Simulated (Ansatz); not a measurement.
The system is SrO.

```xyz
2
Lattice="0.0000 2.5663 2.5663 2.5663 0.0000 2.5663 2.5663 2.5663 0.0000" Properties=species:S:1:pos:R:3 pbc="T T T"
Sr    2.5663    2.5663    2.5663
O     0.0000    0.0000    0.0000
```

```yaml
Program: Ansatz 0.2.0
Task: relaxation of cell and atoms
Functional: PBE
Potentials_or_basis: all-electron LAPW, scalar-relativistic
Basis_error_allowed: 0.001 eV/atom
k_mesh: 9 × 9 × 9
Occupations: fermi-dirac, width 0.05 eV
Spin: no spin polarisation
```

At the start: volume 16.90 Å³/atom.

Q: Where does the relaxation end?

A: Over 5 steps the energy falls by 6.3 meV/atom and the volume is 17.52 Å³/atom (+3.7 %); space group Fm-3m (No. 225, to 0.05 Å).

Step by step:
```tsv
step	energy change (eV)	largest force (eV/Å)	volume (Å³)
1	0.0000	0.0000	33.80
2	-0.0034	0.0000	36.18
3	-0.0125	0.0000	35.12
4	-0.0125	0.0000	35.05
5	-0.0125	0.0000	35.05
```

Final structure:
```xyz
2
Lattice="0.0000 2.5974 2.5974 2.5974 0.0000 2.5974 2.5974 2.5974 0.0000" Properties=species:S:1:pos:R:3 pbc="T T T"
Sr    2.5974    2.5974    2.5974
O     0.0000    0.0000    0.0000
```
